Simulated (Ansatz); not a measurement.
**BAs (F-43m), a film clamped to a substrate**

All numbers below come from DFT r2SCAN, scalar-relativistic, plane waves, PAW in Ansatz 0.2.0. Settings: plane waves to 500 eV, k-mesh 10×10×10 (Γ-centred), Gaussian smearing 0.05 eV. No spin polarisation. Energies are free energies at this smearing, counted from the undisturbed cell; pressure is positive in compression.

Reference structure (relaxed at this level):

```xyz
2
Lattice="0.0000 2.3919 2.3919 2.3919 0.0000 2.3919 2.3919 2.3919 0.0000" Properties=species:S:1:pos:R:3 pbc="T T T"
B     0.0000    0.0000    0.0000
As    3.5879    3.5879    3.5879
```

The cell (2 atoms, V0 = 27.37 Å³) is strained by p along both x and y and by q along z, fractional coordinates fixed. τp = (1/V0) ∂E/∂p = (σxx + σyy)(1 + p)(1 + q) and τq = (1/V0) ∂E/∂q = σzz(1 + p)², with tension positive.

```csv
p,q,ΔE (meV/atom),τp (GPa),τq (GPa)
0.000,0.000,0.00,0.00,0.00
-0.040,0.000,53.37,-32.68,-6.08
0.040,0.000,44.43,24.83,4.68
0.000,-0.040,20.43,-6.30,-12.14
0.000,0.040,19.12,4.44,11.01
```

Question: Get the second derivatives of the energy density.

Answer: Central differences give A = ∂τp/∂p = 719 GPa (C11 + C22 + 2 C12), C = ∂τq/∂q = 289 GPa (C33) and the cross term B = ∂τq/∂p = 135 GPa (C13 + C23); ∂τp/∂q = 134 GPa must equal B, and any difference shows higher-order terms. Steps this large leave an error of some per cent of A or C in all of these, which can swamp a small B. The ions are clamped. In a cubic crystal C11 = C = 289, C12 = B/2 = 67 GPa and A should be 2(C11 + C12) = 713 GPa; the bulk modulus is (C11 + 2 C12)/3 = 141 GPa.

Question: A film of this crystal grows with z along the normal on a substrate that imposes p. How does its thickness respond, and what does the misfit cost?

Answer: Count p and q from the stress-free cell. A free surface needs τq = 0, so q = −(B/C) p = -0.46 p. The energy density left is (A − B²/C) p²/2 = M p², with the biaxial modulus M = 328 GPa; a misfit of 1 % costs 2.80 meV/atom, against 3.07 meV/atom if the thickness were held.

At p = -0.080 the energies along q are 445.4 (q = -0.080), 309.8 (q = -0.040), 234.2 (q = 0.000), 212.9 (q = 0.040), 239.8 (q = 0.080) meV/atom.

Question: Does the linear rule hold at this misfit?

Answer: A parabola through the lowest point and its neighbours has its minimum at q = 0.038, 212.8 meV/atom. With the stress left in the starting cell, τp0 and τq0, linear elasticity gives q = −(τq0 + Bp)/C = 0.037 and E = V0(τp0 p + τq0 q + Ap²/2 + Bpq + Cq²/2)/N = 179.4 meV/atom. The energies differ by more than a tenth, so the quadratic law fails here: the gap holds the anharmonic part, with some error from the wide steps. Cubic terms also shift the vertex of so wide a parabola.

The gap closes along the scan, which can put kinks into the curve.

Lateral compression of BAs is partly relieved by expansion along the normal, but the relief is modest: at p = -0.080, letting the thickness adjust lowers the energy only from 234.2 to about 212.8 meV/atom. This fits a network of directional, weakly polar sp3 bonds, which resists changes of bond angle as well as length and so keeps C12 well below C11.

Compression costs more than equal extension along both strain paths, as expected when Pauli repulsion steepens on shortening while stretched bonds soften. The same asymmetry probably accounts for most of the energy above the harmonic estimate at large misfit. The near agreement in optimum thickness therefore doesn't validate the harmonic energy; higher-order terms may largely cancel in the position of the minimum.

Holding the fractional coordinates fixed costs nothing here, because the tetragonal strain leaves both sites pinned by symmetry; an internal displacement would enter only under shear. Whether a film would stay coherent at such misfit, rather than form dislocations, isn't shown.
